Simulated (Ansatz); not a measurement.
# SnSe, space group P4/nmm: a comparison of functionals at one structure

Run with Ansatz 0.2.0, Python API.

Script `xc_snse.py`:
```python
'''One structure of SnSe under several functionals.'''

import argparse
import warnings

import ansatz as az
from tabulate import tabulate

parser = argparse.ArgumentParser(description='One structure of SnSe under several functionals.')
parser.add_argument('--mesh', type=int, nargs=3, required=True, help='k-point sampling')
parser.add_argument('--filling', default='cold', help='how the bands are filled')
parser.add_argument('--width-ev', type=float, required=True, help='smearing width (eV)')
args = parser.parse_args()

warnings.simplefilter('ignore', az.DeckWarning)

crystal = (
    az.Lattice.from_parameters(4.285327, 4.285327, 10.990692, alpha=90.0, beta=90.0, gamma=90.0)
    .atom('Sn', (0.5, 0.0, 0.37223))
    .atom('Sn', (0.0, 0.5, 0.62777))
    .atom('Se', (0.5, 0.0, 0.61604))
    .atom('Se', (0.0, 0.5, 0.38396))
)

base = (
    crystal.calculation()
    .kpoints(*args.mesh, center='gamma')
    .occupations(args.filling, width=args.width_ev)
)

rows = []
for value in ['lda', 'blyp', 'pbesol']:
    rep = base.functional(value).run(threads=1, backend='cpu').report
    rows.append((value, rep['free_energy_ev'] / len(rep['lattice']['sites']), rep['n_iterations'], rep['n_kpoints']))

print(tabulate(rows, headers=['functional', 'F/atom (eV)', 'iterations', 'k-points'], floatfmt='.4f', tablefmt='grid'))
```

Output of `python xc_snse.py --mesh 6 6 2 --width-ev 0.05`:
```text
+--------------+---------------+--------------+------------+
| functional   |   F/atom (eV) |   iterations |   k-points |
+==============+===============+==============+============+
| lda          |    -5631.6832 |            7 |         20 |
+--------------+---------------+--------------+------------+
| blyp         |    -5760.8063 |            7 |         20 |
+--------------+---------------+--------------+------------+
| pbesol       |    -5687.3325 |            7 |         20 |
+--------------+---------------+--------------+------------+
```

The cell holds layers, chains or clusters in vacuum, no bulk phase. Points of the mesh across the vacuum add cost only. This cell is a computed structure, which may not be the phase found in nature. Total energies of different functionals can't be compared; pressures, moments and gaps at this one structure can. Run time: 20 s on 1 thread of Arm Neoverse V1, on a shared host, peak memory 0.51 GiB.
